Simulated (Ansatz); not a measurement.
**What internal relaxation does to the elastic constants of Ti3Si**

These are results of Ansatz, DFT PBEsol, scalar-relativistic, plane waves, PAW, not measurements. Plane waves to 420 eV; Γ-centred k mesh 6×6×8; Fermi-Dirac smearing of 0.15 eV. No spin polarisation.

Relaxed structure:
```xyz
8
Lattice="5.5798 0.0000 0.0000 -2.7899 4.8323 0.0000 0.0000 0.0000 4.4881" Properties=species:S:1:pos:R:3 pbc="T T T"
Ti    1.4341    0.8280    3.3661
Ti    4.1458    0.8280    3.3661
Ti    2.7899    3.1763    3.3661
Ti    1.3558    4.0043    1.1220
Ti   -1.3558    4.0043    1.1220
Ti    0.0000    1.6559    1.1220
Si    0.0000    3.2215    3.3661
Si    2.7899    1.6108    1.1220
```

In a metal, frequencies and elastic constants depend on the k mesh and the smearing, soft modes and shear constants most.

Clamped-ion constants (GPa, Voigt order; atoms follow the strain homogeneously):
```
244.5  83.4  90.2   0.0   0.0   0.0
 83.4 244.5  90.2   0.0   0.0   0.0
 90.2  90.2 259.8   0.0   0.0   0.0
  0.0   0.0   0.0  69.9   0.0   0.0
  0.0   0.0   0.0   0.0  69.9   0.0
  0.0   0.0   0.0   0.0   0.0  80.6
```

Problem. What are the constants once the atoms relax in each strained cell?

Solution.
C11 = 25.4, C12 = 301.6, C13 = 90.5, C22 = 25.4, C23 = 90.5, C33 = 259.4, C44 = 63.7, C55 = 63.7, C66 = -138.1 GPa; the others vanish.
The Voigt shear modulus goes from 76.4 to -13.6 GPa and the Voigt bulk modulus from 141.8 to 141.7 GPa. Relaxation subtracts ΛᵀK⁻¹Λ/V, with Λ the forces that a strain puts on the atoms and K the zone-centre force constants. At a stable cell this can only lower the diagonal constants, and it acts only for strains that share their symmetry with an optical mode; elsewhere, and where the coupling is weak, the constants hardly move. The least eigenvalue of the relaxed constants is -276.2 GPa, so this cell isn't stable against every strain.

Cost: 2 runs of about 27 core-minutes in all, on Intel Xeon Platinum 8259CL (Skylake/Cascade Lake), Arm Neoverse V1 (shared hosts).